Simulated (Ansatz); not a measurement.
## Fitting the rPW86-PBE+rVV10 energy curve of Al

```yaml
crystal:
  lattice:
    - [0.00000, 2.02481, 2.02481]
    - [2.02481, 0.00000, 2.02481]
    - [2.02481, 2.02481, 0.00000]
  atoms:
    - { symbol: Al, position: [0.00000, 0.00000, 0.00000] }
```

The cell was scaled at fixed shape and fractions and run with Ansatz, Ansatz PAW, cutoff 420 eV; rPW86-PBE+rVV10, k mesh 11 × 11 × 11 on the cell of 1 atom, fermi-dirac occupations of 0.05 eV, no spin polarisation, no spin-orbit coupling. The potentials were made for PBE. Energies are those that the program minimises, any entropy of the smearing included. For a metal such a mesh isn't converged to the digits shown.

| V (Å³/atom) | energy over the lowest row (meV/atom) |
| --- | --- |
| 15.6066 | 8.839 |
| 15.9386 | 2.499 |
| 16.2707 | 0.000 |
| 16.6027 | 0.940 |
| 16.9348 | ? |
| 17.2668 | 11.715 |
| 17.5989 | 20.876 |

**Question.** Fit the third-order Birch-Murnaghan form, give V0, B0 and B′, and predict the energy left open.

**Answer.** With y = (V0/V)^(2/3), E = E0 + (9 V0 B0/16) [(y - 1)³ B′ + (y - 1)² (6 - 4y)]. Least squares through the rows shown give V0 = 16.3395 Å³/atom, E0 = -0.072 meV, B0 = 79.64 GPa (1 eV/Å³ = 160.218 GPa) and B′ = 4.70, with a largest miss of 0.010 meV. At V = 16.9348 the form with these constants gives 4.964 meV; the run gave 4.976 meV an atom. Measured volume: 16.6 Å³/atom at 298.15 K (COD entry, doi:10.1063/1.1698520), so the fit lies -1.6 % from it. Measured modulus: 76.9 GPa (pmc:3831299, doi:10.1107/S0021889813023728), so the fit lies +3.6 % from it. The runs are for a static lattice.
